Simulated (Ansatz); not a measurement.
# Si: equation of state with PBE+D4

Si:

```
Si
1.0
     0.00000    2.72185    2.72185
     2.72185    0.00000    2.72185
     2.72185    2.72185    0.00000
Si
2
Direct
  0.50000 0.50000 0.50000
  0.75000 0.75000 0.75000
```

- Program: Ansatz 0.2.0
- Task: equation of state
- Functional: PBE
- Dispersion: D4
- Potentials or basis: Ansatz PAW
- Cutoff: 420 eV
- Density cutoff: 1680 eV
- k mesh: 8 × 8 × 8
- Occupations: fermi-dirac, width 0.05 eV
- Spin: no spin polarisation

* Equilibrium volume: 19.90 Å³/atom
* Bulk modulus: 94 GPa
* Pressure derivative of the bulk modulus: 4.8

Energy against volume, from the lowest point:
```csv
volume (Å³/atom),energy (meV/atom)
18.955,14.06
19.358,4.24
19.761,0.00
20.165,0.77
20.568,6.00
20.971,15.20
21.375,27.87
```

All runs of the series together: 12 s on 2 threads of Intel(R) Xeon(R) Processor @ 2.70GHz, with other jobs on the host.
